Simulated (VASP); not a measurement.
A run of VASP 6.6.1:

File INCAR:

```
SYSTEM = MgO2
PREC = Accurate
ENCUT = 600
EDIFF = 1E-6
ISMEAR = -1
SIGMA = 0.05
LREAL = .FALSE.
LASPH = .TRUE.
NELM = 100
ALGO = Normal
ISIF = 3
LWAVE = .FALSE.
LCHARG = .FALSE.
GGA = MK
LUSE_VDW = .TRUE.
AGGAC = 0.0
PARAM1 = 0.1234
PARAM2 = 1.0
IBRION = 2
NSW = 40
EDIFFG = -0.01
```

File KPOINTS:

```
Automatic mesh
0
G
  6 6 6
  0 0 0
```

POSCAR

```
MgO2
1.0
    4.8286124700      0.0000000000      0.0000000000
    0.0000000000      4.8286124700      0.0000000000
    0.0000000000      0.0000000000      4.8286124700
Mg O
4 8
Direct
    0.0000000000      0.0000000000      0.0000000000
    0.5000000000      0.0000000000      0.5000000000
    0.5000000000      0.5000000000      0.0000000000
    0.0000000000      0.5000000000      0.5000000000
    0.5894244400      0.9105755600      0.0894244400
    0.9105755600      0.0894244400      0.5894244400
    0.0894244400      0.5894244400      0.9105755600
    0.4105755600      0.4105755600      0.4105755600
    0.5894244400      0.5894244400      0.5894244400
    0.9105755600      0.4105755600      0.0894244400
    0.0894244400      0.9105755600      0.4105755600
    0.4105755600      0.0894244400      0.9105755600
```

Potentials or basis: VASP PAW PBE potentials, release 64 (Mg, O).

Run with:

```sh
$ cat potpaw_PBE.64/Mg/POTCAR potpaw_PBE.64/O/POTCAR > POTCAR
$ mpirun -np 1 vasp_std > vasp.out
```

Hardware: 1 thread of Intel(R) Xeon(R) 6975P-C (Granite Rapids), on a shared host.

Estimate the wall time of this run.

Wall time 4.2 min on 1 thread of Intel(R) Xeon(R) 6975P-C (Granite Rapids), with other jobs on the host, peak memory 0.63 GiB. Counts: scf iterations 33, k points 24, ion steps 4.
